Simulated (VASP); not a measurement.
# NaCl (Fm-3m) in VASP: a series of runs

Runs on NaCl. Level: PBE. Tasks: relaxation of cell and atoms, vibrations by finite differences.

Program: VASP 6.6.1. These are calculated values, not measurements. Logs are shortened: lines on timing, memory, paths and dates and some standing lists are left out, and cuts for length are marked.

## 1. The crystal as given

The structure is cubic, space group Fm-3m (No. 225). The conventional cell has a = 5.620 Å, b = 5.620 Å, c = 5.620 Å, α = 90.00°, β = 90.00°, γ = 90.00°. Na (site symmetry m-3m) has 6 Cl at 2.81 Å as nearest neighbours. Cl (site symmetry m-3m) has 6 Na at 2.81 Å as nearest neighbours.

## 2. Relaxation of cell and atoms, PBE, target pressure 6.66 GPa, at which the enthalpy is minimised

INCAR

```
PREC     = Accurate       # precision mode
ENCUT    = 350            # plane-wave cutoff, eV
EDIFF    = 1E-7           # SCF threshold, eV
ISMEAR   = 0              # smearing method
SIGMA    = 0.02           # smearing width, eV
LREAL    = F              # projectors in reciprocal space
LASPH    = T              # aspherical terms in the spheres
NELM     = 80             # most SCF steps
ALGO     = Normal         # electronic algorithm
ISIF     = 3              # what is computed and relaxed
LWAVE    = F              # write WAVECAR
LCHARG   = F              # write CHGCAR
GGA      = PE             # functional
IBRION   = 2              # ionic algorithm
NSW      = 80             # ionic steps
EDIFFG   = -0.002         # ionic threshold
PSTRESS  = 66.6
```

KPOINTS

```
Automatic mesh
0
Gamma
  10 10 10
```

POSCAR

```
NaCl
1.0
    0.0000000000      2.8100000000      2.8100000000
    2.8100000000      0.0000000000      2.8100000000
    2.8100000000      2.8100000000      0.0000000000
Na Cl
1 1
Direct
    0.0000000000      0.0000000000      0.0000000000
    0.5000000000      0.5000000000      0.5000000000
```

Potentials or basis: VASP PAW PBE potentials, release 64 (Na_pv, Cl).

Command:

```
$ cat potpaw_PBE.64/Na_pv/POTCAR potpaw_PBE.64/Cl/POTCAR > POTCAR
$ mpirun -np 1 vasp_std > vasp.out
```

OUTCAR:

```text
PREC = Accurate
   ENCUT = 350
   EDIFF = 1E-7
   ISMEAR = 0
   LREAL = F
   LASPH = T
   NELM = 80
   ISIF = 3
   GGA = PE
   IBRION = 2
   NSW = 80
   EDIFFG = -0.002
   PSTRESS = 66.6

 ion  position               nearest neighbor table
   1  0.000  0.000  0.000-
   2  0.500  0.500  0.500-

  LATTYP: Found a face centered cubic cell.
 ALAT       =     5.6200000000

  Lattice vectors:

 A1 = (   0.0000000000,   2.8100000000,   2.8100000000)
 A2 = (   2.8100000000,   0.0000000000,   2.8100000000)
 A3 = (   2.8100000000,   2.8100000000,   0.0000000000)

Analysis of symmetry for initial positions (statically):
=====================================================================
 Subroutine PRICEL returns:
 Original cell was already a primitive cell.

 Routine SETGRP: Setting up the symmetry group for a
 face centered cubic supercell.

 Subroutine GETGRP returns: Found 48 space group operations
 (whereof 48 operations were pure point group operations)
 out of a pool of 48 trial point group operations.

The static configuration has the point symmetry O_h .

Analysis of symmetry for dynamics (positions and initial velocities):
=====================================================================
 Subroutine PRICEL returns:
 Original cell was already a primitive cell.

 Routine SETGRP: Setting up the symmetry group for a
 face centered cubic supercell.

 Subroutine GETGRP returns: Found 48 space group operations
 (whereof 48 operations were pure point group operations)
 out of a pool of 48 trial point group operations.

The dynamic configuration has the point symmetry O_h .

 Subroutine INISYM returns: Found 48 space group operations
 (whereof 48 operations are pure point group operations),
 and found     1 'primitive' translations

----------------------------------------------------------------------------------------

                                     Primitive cell

  volume of cell :      44.3761

  direct lattice vectors                    reciprocal lattice vectors
     0.000000000  2.810000000  2.810000000    -0.177935943  0.177935943  0.177935943
     2.810000000  0.000000000  2.810000000     0.177935943 -0.177935943  0.177935943
     2.810000000  2.810000000  0.000000000     0.177935943  0.177935943 -0.177935943

  length of vectors
     3.973940110  3.973940110  3.973940110     0.308194094  0.308194094  0.308194094

  position of ions in fractional coordinates (direct lattice)
     0.000000000  0.000000000  0.000000000
     0.500000000  0.500000000  0.500000000

  ion indices of the primitive-cell ions
   primitive index   ion index
                 1           1
                 2           2

----------------------------------------------------------------------------------------

 KPOINTS: Automatic mesh

Automatic generation of k-mesh.
 Grid dimensions read from file:
 generate k-points for:   10   10   10

 Generating k-lattice:

  Cartesian coordinates                     Fractional coordinates (reciprocal lattice)
    -0.017793594  0.017793594  0.017793594     0.100000000  0.000000000  0.000000000
     0.017793594 -0.017793594  0.017793594     0.000000000  0.100000000  0.000000000
     0.017793594  0.017793594 -0.017793594     0.000000000  0.000000000  0.100000000

  Length of vectors
     0.030819409  0.030819409  0.030819409

  Shift w.r.t. Gamma in fractional coordinates (k-lattice)
     0.000000000  0.000000000  0.000000000

 Subroutine IBZKPT returns following result:
 ===========================================

 Found     47 irreducible k-points:

 Following reciprocal coordinates:
            Coordinates               Weight
  0.000000  0.000000  0.000000      1.000000
  0.100000  0.000000  0.000000      8.000000
  0.200000  0.000000  0.000000      8.000000
  0.300000  0.000000  0.000000      8.000000
  0.400000  0.000000  0.000000      8.000000
  0.500000  0.000000  0.000000      4.000000
[... 16 lines left out ...]
  0.300000  0.300000  0.000000      6.000000
  0.400000  0.300000  0.000000     24.000000
 [... further k-points ...]
   k-points           NKPTS =     47   k-points in BZ     NKDIM =     47   number of bands    NBANDS=     11
   number of dos      NEDOS =    301   number of ions     NIONS =      2
   total plane-waves  NPLWV =  13824
   dimension x,y,z NGX =    24 NGY =   24 NGZ =   24
   dimension x,y,z NGXF=    48 NGYF=   48 NGZF=   48
   ions per type =               1   1
   NGX,Y,Z   is equivalent  to a cutoff of  10.04, 10.04, 10.04 a.u.
   NGXF,Y,Z  is equivalent  to a cutoff of  20.08, 20.08, 20.08 a.u.
 SYSTEM =  unknown system
   PREC   = accura    normal or accurate (medium, high low for compatibility)
   ISTART =      0    job   : 0-new  1-cont  2-samecut
   ICHARG =      2    charge: 1-file 2-atom 10-const
   ISPIN  =      1    spin polarized calculation?
   LNONCOLLINEAR =      F non collinear calculations
   LSORBIT =      F    spin-orbit coupling
   LASPH  =      T    aspherical Exc in radial PAW
   ENCUT  =  350.0 eV  25.72 Ry    5.07 a.u.   6.06  6.06  6.06*2*pi/ulx,y,z
   NELM   =     80;   NELMIN=  2; NELMDL= -5     # of ELM steps
   EDIFF  = 0.1E-06   stopping-criterion for ELM
   LREAL  =      F    real-space projection
   EDIFFG = -.2E-02   stopping-criterion for IOM
   NSW    =     80    number of steps for IOM
   IBRION =      2    ionic relax: 0-MD 1-quasi-New 2-CG
   NFREE  =      1    steps in history (QN), initial steepest desc. (CG)
   ISIF   =      3    stress and relaxation
   ISYM   =      2    0-nonsym 1-usesym 2-fastsym
   POTIM  = 0.5000    time-step for ionic-motion
   TEBEG  =    0.0;   TEEND  =   0.0 temperature during run
   PSTRESS=   66.6 pullay stress
   NELECT =      14.0000    total number of electrons
   NUPDOWN=      -1.0000    fix difference up-down
   EMIN   =  10.00;   EMAX   =-10.00  energy-range for DOS
   EFERMI =   0.00;   METHOD = LEGACY
   ISMEAR =     0;   SIGMA  =   0.02  broadening in eV -4-tet -1-fermi 0-gaus
   EFERMI_NEDOS =   21; number of points for ismear=-14 and -15
   IALGO  =     38    algorithm
   IMIX   =      4    mixing-type and parameters
     AMIX     =   0.40;   BMIX     =  1.00
     AMIX_MAG =   1.60;   BMIX_MAG =  1.00
  volume/ion in A,a.u.               =      22.19       149.73
  Fermi-wavevector in a.u.,A,eV,Ry     =   1.114469  2.106040 16.898985  1.242040
  Thomas-Fermi vector in A             =   2.251064
   LORBIT       =      0    0 simple, 1 ext, 2 COOP (PROOUT), +10 PAW based schemes
   GGA     = PE    functional components
   LHFCALC =     F    Hartree Fock is set to
   AEXX    =    0.0000 exact exchange contribution
   IVDW    =     0    specifies the selected vdW correction
   LEPSILON=     F    determine dielectric tensor
   LRPA    =     F    only Hartree local field effects (RPA)
 conjugate gradient relaxation of ions
 non-spin polarized calculation
 Gauss-broadening in eV      SIGMA  =   0.02
  energy-cutoff  :      350.00
  volume of cell :       44.38
 maximum number of plane-waves:       678
   NGX = 13   NGY = 13   NGZ = 13

--------------------------------------- Ionic step        1  -------------------------------------------

 number of electron      13.9999973 magnetization

 Free energy of the ion-electron system (eV)
  ---------------------------------------------------
  ext. energy  EPLUGINS =         0.00000000
  ---------------------------------------------------
  free energy    TOTEN  =        -6.77253683 eV

  energy without entropy =       -6.77253683  energy(sigma->0) =       -6.77253683

 E-fermi :  -0.4860     XC(G=0):  -8.2133

 val. band max:       -0.6680850696   @ k =   0.0000   0.0000   0.0000
 cond. band min:       4.4761647898   @ k =   0.0000   0.0000   0.0000
 fundamental gap:      5.1442498594
 Fermi energy:        -0.4860313856

 k-point     1 :       0.0000    0.0000    0.0000
  band No.  band energies     occupation
      1     -21.4573      2.00000
      2     -21.4573      2.00000
      3     -21.4573      2.00000
      4     -13.3541      2.00000
      5      -0.6681      2.00000
      6      -0.6681      2.00000
      7      -0.6681      2.00000
      8       4.4762      0.00000
      9      10.4629      0.00000
     10      10.4629      0.00000
     11      10.4629      0.00000

 k-point     2 :       0.1000    0.0000    0.0000
  band No.  band energies     occupation
      1     -21.4604      2.00000
      2     -21.4575      2.00000
      3     -21.4575      2.00000
      4     -13.3226      2.00000
      5      -0.9187      2.00000
      6      -0.6953      2.00000
      7      -0.6953      2.00000
      8       4.8095      0.00000
      9      10.0779      0.00000
     10      10.5967      0.00000
     11      10.5967      0.00000
[... 451 lines left out ...]
  FREE ENERGIE OF THE ION-ELECTRON SYSTEM (eV)
  ---------------------------------------------------
  free  energy   TOTEN  =        -6.6407803848 eV

  energy  without entropy=       -6.6407803848  energy(sigma->0) =       -6.64078038

  enthalpy is  TOTEN    =        -5.0494506294 eV   P V=        1.5913297554

--------------------------------------- Ionic step        5  -------------------------------------------

 number of electron      14.0000017 magnetization

 Free energy of the ion-electron system (eV)
  ---------------------------------------------------
  ext. energy  EPLUGINS =         0.00000000
  ---------------------------------------------------
  free energy    TOTEN  =        -6.64212470 eV

  energy without entropy =       -6.64212470  energy(sigma->0) =       -6.64212470

 E-fermi :   0.4480     XC(G=0):  -8.8622

 val. band max:        0.2890216886   @ k =   0.0000   0.0000   0.0000
 cond. band min:       6.0745125465   @ k =   0.0000   0.0000   0.0000
 fundamental gap:      5.7854908579
 Fermi energy:         0.4480265865

 k-point     1 :       0.0000    0.0000    0.0000
  band No.  band energies     occupation
      1     -20.2760      2.00000
      2     -20.2760      2.00000
      3     -20.2760      2.00000
      4     -12.7876      2.00000
      5       0.2890      2.00000
      6       0.2890      2.00000
      7       0.2890      2.00000
      8       6.0745      0.00000
      9      11.5265      0.00000
     10      11.5265      0.00000
     11      11.5266      0.00000

 k-point     2 :       0.1000    0.0000    0.0000
  band No.  band energies     occupation
      1     -20.2822      2.00000
      2     -20.2763      2.00000
      3     -20.2763      2.00000
      4     -12.7399      2.00000
      5      -0.0237      2.00000
      6       0.2515      2.00000
      7       0.2515      2.00000
      8       6.4497      0.00000
      9      11.1537      0.00000
     10      11.6865      0.00000
     11      11.6865      0.00000
[... 330 lines left out ...]
 POSITION                                       TOTAL-FORCE (eV/Angst)
 -----------------------------------------------------------------------------------
      0.00000      0.00000      0.00000         0.000000      0.000000      0.000000
      2.67574      2.67574      2.67574        -0.000000     -0.000000     -0.000000
 -----------------------------------------------------------------------------------
    total drift:                                0.000000     -0.000000     -0.000000

  FREE ENERGIE OF THE ION-ELECTRON SYSTEM (eV)
  ---------------------------------------------------
  free  energy   TOTEN  =        -6.6421247010 eV

  energy  without entropy=       -6.6421247010  energy(sigma->0) =       -6.64212470

  enthalpy is  TOTEN    =        -5.0494560925 eV   P V=        1.5926686086

 reached required accuracy - stopping structural energy minimisation
```

Run time: 12 s. Hardware: 1 thread of Intel Xeon 6975P-C (Granite Rapids), shared host; peak memory 0.14 GiB.

Results:

| Quantity | Value |
| --- | --- |
| Free energy | -6.6421 eV |
| Relaxed volume | 19.16 Å³/atom |
| Relaxed cell | a = 3.784 Å, b = 3.784 Å, c = 3.784 Å, α = 60.00°, β = 60.00°, γ = 60.00° |
| Space group after relaxing (to 0.05 Å) | Fm-3m (No. 225) |
| Energy change on relaxing (the enthalpy is what falls) | +65.2 meV/atom |
| Ionic steps | 5 |
| Pressure after relaxing | 6.7 GPa |
| Band gap on the k mesh | 5.79 eV, direct |

The path:
```csv
step,energy change (eV),largest force (eV/Å),pressure (GPa),volume (Å³)
1,0.0000,0.0000,0.97,44.38
2,0.0867,0.0000,5.17,39.50
3,0.1270,0.0000,6.55,38.40
4,0.1318,0.0000,6.71,38.28
5,0.1304,0.0000,6.66,38.31
```

Final structure:
```
Na Cl
1.0
     0.00000    2.67574    2.67574
     2.67574    0.00000    2.67574
     2.67574    2.67574    0.00000
Na Cl
1 1
Direct
  0.00000 0.00000 0.00000
  0.50000 0.50000 0.50000
```

Caveat: the cell is relaxed towards a set pressure, so the enthalpy falls and the energy may rise.

## 3. Relaxation of cell and atoms, PBE, target pressure 6.66 GPa, at which the enthalpy is minimised

This run uses another cell than the first one, of 19.16 Å³/atom, 0.863 times its volume.

INCAR is that of step 2.

KPOINTS is that of step 2.

POSCAR

```
NaCl                                    
1.0
    0.0000000000      2.6757400918      2.6757400918
    2.6757400918     -0.0000000000      2.6757400918
    2.6757400918      2.6757400918     -0.0000000000
  Na              Cl            
     1     1
Direct
     0.0000000000000000    0.0000000000000000    0.0000000000000000
     0.5000000000000000    0.5000000000000000    0.5000000000000000
```

Potentials or basis: VASP PAW PBE potentials, release 64 (Na_pv, Cl).

Command:

```
$ cat potpaw_PBE.64/Na_pv/POTCAR potpaw_PBE.64/Cl/POTCAR > POTCAR
$ mpirun -np 1 vasp_std > vasp.out
```

OUTCAR:

```text
PREC = Accurate
   ENCUT = 350
   EDIFF = 1E-7
   ISMEAR = 0
   LREAL = F
   LASPH = T
   NELM = 80
   ISIF = 3
   GGA = PE
   IBRION = 2
   NSW = 80
   EDIFFG = -0.002
   PSTRESS = 66.6

 ion  position               nearest neighbor table
   1  0.000  0.000  0.000-   2 2.68   2 2.68   2 2.68   2 2.68   2 2.68   2 2.68
   2  0.500  0.500  0.500-   1 2.68   1 2.68   1 2.68   1 2.68   1 2.68   1 2.68

  LATTYP: Found a face centered cubic cell.
 ALAT       =     5.3514801836

  Lattice vectors:

[... 576 lines left out ...]
  FORCE on cell =-STRESS in cart. coord.  units (eV):
  Direction    XX          YY          ZZ          XY          YZ          ZX
  --------------------------------------------------------------------------------------
  -------------------------------------------------------------------------------------
  Total        1.5996863      1.5996863      1.5996863      0.0000000      0.0000000     -0.0000000
  in kB       66.7599118     66.7599118     66.7599118      0.0000000      0.0000000     -0.0000000
  external PRESSURE =       0.1599118 kB  Pullay stress =      66.6000000 kB

 VOLUME and BASIS-vectors are now :
 -----------------------------------------------------------------------------
  energy-cutoff  :      350.00
  volume of cell :       38.39
      direct lattice vectors                 reciprocal lattice vectors
     0.000000000  2.677523071  2.677523071    -0.186739754  0.186739754  0.186739754
     2.677523071  0.000000000  2.677523071     0.186739754 -0.186739754  0.186739754
     2.677523071  2.677523071  0.000000000     0.186739754  0.186739754 -0.186739754

 POSITION                                       TOTAL-FORCE (eV/Angst)
 -----------------------------------------------------------------------------------
      2.67752      0.00000      2.67752        -0.000000      0.000000      0.000000
      2.67752      2.67752      2.67752         0.000000     -0.000000     -0.000000
 -----------------------------------------------------------------------------------
    total drift:                                0.000000     -0.000000      0.000000

  FREE ENERGIE OF THE ION-ELECTRON SYSTEM (eV)
  ---------------------------------------------------
  free  energy   TOTEN  =        -6.6391328632 eV

  energy  without entropy=       -6.6391328632  energy(sigma->0) =       -6.63913286

  enthalpy is  TOTEN    =        -5.0432783088 eV   P V=        1.5958545544

 reached required accuracy - stopping structural energy minimisation
```

CONTCAR:

```text
NaCl
   1.00000000000000
     0.0000000000000000    2.6775230710573177    2.6775230710573177
     2.6775230710573172    0.0000000000000000    2.6775230710573177
     2.6775230710573172    2.6775230710573177    0.0000000000000000
  Na              Cl
     1     1
Direct
     0.0000000000000000    1.0000000000000000    0.0000000000000000
     0.5000000000000000    0.5000000000000000    0.5000000000000000

  0.00000000E+00  0.00000000E+00  0.00000000E+00
  0.00000000E+00  0.00000000E+00  0.00000000E+00
```

Wall time 5.5 s (1 thread of Intel Xeon 6975P-C (Granite Rapids), shared host); peak memory 0.13 GiB.

Results:

- Free energy: -6.6391 eV
- Relaxed volume: 19.20 Å³/atom
- Relaxed cell: a = 3.787 Å, b = 3.787 Å, c = 3.787 Å, α = 60.00°, β = 60.00°, γ = 60.00°
- Space group after relaxing (to 0.05 Å): Fm-3m (No. 225)
- Energy change on relaxing (the enthalpy is what falls): -1.6 meV/atom
- Ionic steps: 2
- Pressure after relaxing: 6.7 GPa
- Band gap on the k mesh: 5.78 eV, direct

The path:
| step | energy change (eV) | largest force (eV/Å) | pressure (GPa) | volume (Å³) |
| --- | --- | --- | --- | --- |
| 1 | 0.0000 | 0.0000 | 6.78 | 38.31 |
| 2 | -0.0032 | 0.0000 | 6.68 | 38.39 |

Final structure:
```
CELL_PARAMETERS angstrom
0.00000 2.67752 2.67752
2.67752 0.00000 2.67752
2.67752 2.67752 0.00000
ATOMIC_POSITIONS crystal
Na 0.00000 0.00000 0.00000
Cl 0.50000 0.50000 0.50000
```

Caveat: the cell is relaxed towards a set pressure, so the enthalpy falls and the energy may rise. A k mesh can miss the band edges.

[end of part 1 of 2]
